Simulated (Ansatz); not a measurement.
SiNi:

```
Ni Si
1.0
     5.17310    0.00000    0.00000
     0.00000    3.33810    0.00000
     0.00000    0.00000    5.60490
Ni Si
4 4
Direct
  0.99221 0.75000 0.81248
  0.50779 0.25000 0.31248
  0.49221 0.75000 0.68752
  0.00779 0.25000 0.18752
  0.67872 0.25000 0.91750
  0.82128 0.75000 0.41750
  0.17872 0.25000 0.58250
  0.32128 0.75000 0.08250
```

| Property | Result |
| --- | --- |
| Program | Ansatz 0.2.0 |
| Task | relaxation of cell and atoms |
| Functional | r2SCAN |
| Potentials or basis | Ansatz PAW |
| Cutoff | 500 eV (not typed: the program's choice for these potentials) |
| k mesh | 5 × 8 × 5 |
| Occupations | fermi-dirac, width 0.05 eV |
| Spin | collinear spin, ferromagnetic start |
| Starting moments | [1.0, 1.0, 1.0, 1.0, 0.0, 0.0, 0.0, 0.0] μB |

At the start: volume 12.10 Å³/atom.

Where does the relaxation end?

It ends after 6 steps and the volume is 11.89 Å³/atom (-1.7 %); space group Pnma (No. 62, to 0.05 Å); moment 0.00 μB per cell.

The path:
```tsv
step	energy change (eV)	largest force (eV/Å)	volume (Å³)
1	0.0000	0.1459	96.79
2	-0.0319	0.1021	95.84
3	-0.0394	0.0266	95.00
4	-0.0396	0.0129	95.15
5	-0.0396	0.0056	95.16
6	-0.0387	0.0056	95.16
```

Final structure:
```xyz
8
Lattice="5.0747 0.0000 0.0000 0.0000 3.3716 0.0000 0.0000 0.0000 5.5616" Properties=species:S:1:pos:R:3 pbc="T T T"
Ni    5.0340    2.5287    4.5086
Ni    2.5780    0.8429    1.7278
Ni    2.4967    2.5287    3.8338
Ni    0.0407    0.8429    1.0530
Si    3.4449    0.8429    5.0877
Si    4.1671    2.5287    2.3069
Si    0.9076    0.8429    3.2547
Si    1.6298    2.5287    0.4739
```

The cell as given is a measured one (12.10 Å³/atom); r2SCAN puts the equilibrium volume -1.7 % from it, thermal expansion not counted.

Caveat: the magnetic or orbital state may not be the lowest; the plane-wave basis is chosen anew once the cell has moved, so the energies of steps on either side of that aren't comparable; the PAW data sets come from PBE, with cores solved anew for the run's functional, which leaves a small shift of forces and pressure; the starting moments weren't kept.
